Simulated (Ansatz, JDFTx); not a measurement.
This is a calculation of CaO for Ansatz 0.2.0. The cell is a database's computed one, not the measured one.

input.yaml

```yaml
crystal:
  lattice:
    - [0.0, 2.403555696, 2.403555696]
    - [2.403555696, 0.0, 2.403555696]
    - [2.403555696, 2.403555696, 0.0]
  atoms:
    - { symbol: Ca, position: [0.0, 0.0, 0.0] }
    - { symbol: O, position: [0.5, 0.5, 0.5] }
kpoints:
  mp_grid: { grid: [10, 10, 10] }
scf:
  occupations: { method: fermi_dirac, width: 0.05 }
hamiltonian:
  xc: pbe
  dispersion: d3bj
  pseudopotentials: { kind: all_electron, lapw: { basis_error: 0.001 } }
output:
  forces: true
  stress: true
relax:
  f_tol: 0.02
  max_steps: 60
  cell: {}
```

Potentials or basis: all-electron LAPW, scalar-relativistic.

Run with:

```bash
$ ansatz run input.yaml --threads 1 --pin off --max-ram 3072MiB --backend cpu --events-out ev --progress --plain --runs-dir out
```

Question: Set up the same calculation for JDFTx 1.7.0 (patched build). Potentials or basis there: PseudoDojo-SR-PBE-0.5-standard with smoothed tails, cutoff 1143 eV.

Answer: As run (cutoffs and basis follow the program's own potentials, and thresholds, step limits or extra output files can differ):

The input CaO.in:

```
include CaO.lattice
coords-type Lattice
include CaO.ionpos

ion-species pseudo/Ca.upf
ion-species pseudo/O.upf
elec-cutoff 42 336
elec-ex-corr gga-PBE
van-der-waals D3BJ
kpoint-folding 10 10 10
elec-smearing Fermi 0.0018374661
elec-n-bands 14
electronic-SCF nIterations 100 energyDiffThreshold 1e-09
electronic-minimize nIterations 30 energyDiffThreshold 1e-7
forces-output-coords Cartesian
lattice-minimize nIterations 40 energyDiffThreshold 1e-6

dump-name run.$VAR
dump End Ecomponents EigStats BandEigs Kpoints Forces Stress ElecDensity Dtot KEdensity
```

File CaO.lattice:

```
lattice \
    0.0000000000     4.5420619907     4.5420619907 \
    4.5420619907     0.0000000000     4.5420619907 \
    4.5420619907     4.5420619907     0.0000000000
```

Contents of CaO.ionpos:

```
ion Ca     0.0000000000     0.0000000000     0.0000000000 1
ion O      0.5000000000     0.5000000000     0.5000000000 1
```

Potentials or basis: PseudoDojo-SR-PBE-0.5-standard with smoothed tails.

The run is started by

```console
$ jdftx -c 1 -i CaO.in -o CaO.out
```

Both were run:

|  | Ansatz | JDFTx |
| --- | --- | --- |
| Relaxed volume | 13.68 Å³/atom | 13.64 Å³/atom |
| Relaxed cell | a = 3.382 Å, b = 3.382 Å, c = 3.382 Å, α = 60.00°, β = 60.00°, γ = 60.00° | a = 3.379 Å, b = 3.379 Å, c = 3.379 Å, α = 60.00°, β = 60.00°, γ = 60.00° |
| Space group after relaxing | Fm-3m (No. 225) | Fm-3m (No. 225) |
| Pressure after relaxing | 0.0 GPa | 0.0 GPa |

Where Ansatz's input types no cutoff or centring, it takes its own default and a Γ-centred mesh.

Pressure is positive in compression.
